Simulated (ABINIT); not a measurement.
The system is SnTe.

```xyz
2
Lattice="0.0000 3.1509 3.1509 3.1509 0.0000 3.1509 3.1509 3.1509 0.0000" Properties=species:S:1:pos:R:3 pbc="T T T"
Te    3.1509    3.1509    3.1509
Sn    0.0000    0.0000    0.0000
```

Base run:

| Item | Value |
| --- | --- |
| Program | ABINIT 10.8.3 (patched build) |
| Functional | LDA |
| Potentials or basis | JTH PAW PBE v2.0 |
| Cutoff | 707 eV |
| k mesh | 7 × 7 × 7 |
| Occupations | fermi-dirac, width 0.05 eV |
| Spin | no spin polarisation |

Its results: pressure -1.8 GPa.

Q: The run is repeated on the same cell with these changes: functional from LDA to PBEsol. What comes out?

A: Pressure -0.7 GPa.

PBEsol binds less tightly than LDA, so the same cell stands under more pressure.

Caveats: the PAW data sets were made with another functional, which shifts forces and pressure a little.
